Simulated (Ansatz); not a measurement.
# ZrB: the cost of one run

Program: Ansatz 0.2.0. Level of theory: DFT PBE, scalar-relativistic, plane waves, PAW. These are calculated values, not measurements.

4 further runs of the same task are left out: 4 set aside as unsound or not needed.

### 1 The starting structure

Symmetry: Pm-3m, No. 221, cubic system. The conventional cell has a = 2.943 Å, b = 2.943 Å, c = 2.943 Å, α = 90.00°, β = 90.00°, γ = 90.00°. Zr (site symmetry m-3m) has 8 B at 2.55 Å as nearest neighbours. B (site symmetry m-3m) has 8 Zr at 2.55 Å as nearest neighbours.

Structure file:

```xyz
2
Lattice="2.9433 0.0000 0.0000 0.0000 2.9433 0.0000 0.0000 0.0000 2.9433" Properties=species:S:1:pos:R:3 pbc="T T T"
Zr    0.0000    0.0000    0.0000
B     1.4716    1.4716    1.4716
```

This is candidate A: caesium chloride type (Pm-3m, No. 221).

(A quick probe on a coarse mesh, which set the mesh and smearing, is not shown.)

### 3 A loose first relaxation (candidate A)

Input file input.yaml:

```yaml
crystal:
  lattice:
    - [2.9432651143, 0.0, 0.0]
    - [0.0, 2.9432651143, 0.0]
    - [0.0, 0.0, 2.9432651143]
  atoms:
    - { symbol: Zr, position: [0.0, 0.0, 0.0] }
    - { symbol: B, position: [0.5, 0.5, 0.5] }
basis:
  ecutwfc: 420
kpoints:
  mp_grid: { grid: [6, 6, 6] }
hamiltonian:
  xc: pbe
scf:
  occupations: { method: gaussian, width: 0.1 }
  lower_state_search: "off"
output:
  forces: true
  stress: true
  eigenvalues: true
relax:
  adjacent_minimum: "off"
  f_tol: 0.04
  max_steps: 70
  cell: { stress_tol: 0.4 }
```

Command:

```sh
> ansatz run input.yaml --threads 1 --pin off --max-ram 2560MiB --backend cpu --events-out ev --progress --plain --runs-dir out
```

What time and memory should one allow on 1 thread of an x86-64 CPU, shared host?

About 8 s, with a peak of 0.31 GiB.
